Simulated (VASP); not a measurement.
# VASP 6.6.1 run: TiO$_{2}$

INCAR

```
ISPIN = 2
LASPH = .TRUE.
NBANDS = 19
LWAVE = .FALSE.
IBRION = -1
LDAUTYPE = 2
GGA = CA
ENCUT = 520
LDAUL = 2 -1
LDAU = .TRUE.
LDAUU = 3.0 0
PREC = Accurate
ISMEAR = 0
EDIFF = 1E-7
MAGMOM = -3 3 3
ISIF = 2
SIGMA = 0.01
LDAUJ = 0 0
NELM = 93
LCHARG = .FALSE.
NSW = 0
LMAXMIX = 4
LREAL = .FALSE.
```

KPOINTS

```
KPOINTS created by Atomic Simulation Environment
0
Gamma
10 10 10
0 0 0
```

POSCAR

```
Ti O
 1.0000000000000000
     0.0000000000000000    2.3968272536098962    2.3968272536098962
     2.3968272536098962   -0.0000000000000000    2.3968272536098962
     2.3968272536098962    2.3968272536098962    0.0000000000000000
 Ti  O
   1   2
Cartesian
 -0.0000000000000000 -0.0000000000000000 -0.0000000000000000
  1.1984136268049479  1.1984136268049479  1.1984136268049479
  3.5952408804148437  3.5952408804148437  3.5952408804148437
```

The recommended LDA PAW datasets give the neutral cell 24 valence electrons.

Command

```
mpirun -np 1 vasp_std
```

OSZICAR

```
N       E                     dE             d eps       ncg     rms          rms(c)
DAV:   1     0.251876027973E+03    0.25188E+03   -0.12599E+04  3588   0.145E+03
DAV:   2    -0.883204160922E+01   -0.26071E+03   -0.24711E+03  3855   0.411E+02
DAV:   3    -0.287853497086E+02   -0.19953E+02   -0.19736E+02  4163   0.118E+02
DAV:   4    -0.294483269289E+02   -0.66298E+00   -0.66132E+00  4991   0.197E+01
DAV:   5    -0.294618071219E+02   -0.13480E-01   -0.13474E-01  4207   0.257E+00    0.345E+01
DAV:   6    -0.265578987557E+02    0.29039E+01   -0.36586E+01  4256   0.766E+01    0.911E+00
DAV:   7    -0.268589940134E+02   -0.30110E+00   -0.43436E+00  4046   0.178E+01    0.501E+00
DAV:   8    -0.267746627083E+02    0.84331E-01   -0.72396E-01  4173   0.861E+00    0.245E+00
DAV:   9    -0.267989345445E+02   -0.24272E-01   -0.23002E-01  4150   0.400E+00    0.247E+00
DAV:  10    -0.267677851241E+02    0.31149E-01   -0.13401E-01  3974   0.373E+00    0.837E-01
DAV:  11    -0.267654587373E+02    0.23264E-02   -0.25689E-02  3937   0.163E+00    0.325E-01
DAV:  12    -0.267653675681E+02    0.91169E-04   -0.24102E-03  4359   0.443E-01    0.161E-01
DAV:  13    -0.267653533747E+02    0.14193E-04   -0.11341E-03  3905   0.345E-01    0.438E-02
DAV:  14    -0.267653544026E+02   -0.10279E-05   -0.40100E-05  4374   0.469E-02    0.332E-02
DAV:  15    -0.267653516018E+02    0.28009E-05   -0.13089E-05  3942   0.398E-02    0.125E-02
DAV:  16    -0.267653512714E+02    0.33041E-06   -0.42006E-06  4034   0.219E-02    0.211E-03
DAV:  17    -0.267653512641E+02    0.72396E-08   -0.38050E-07  3588   0.690E-03
   1 F= -.26765351E+02 E0= -.26765351E+02  d E =-.153133-168  mag=    -0.0000
```

It converged. Results: pressure -2.5 GPa; magnetic moment of the cell 0.00 μB.

For comparison, a separate LDA run of the intended cell, on usual settings and not on those above, gives a gap of 1.00 eV on its mesh and a pressure of -8.6 GPa.

The run above took about 63 s on one core of a shared host (Intel Xeon Platinum 8488C) and held 0.17 GiB at most.
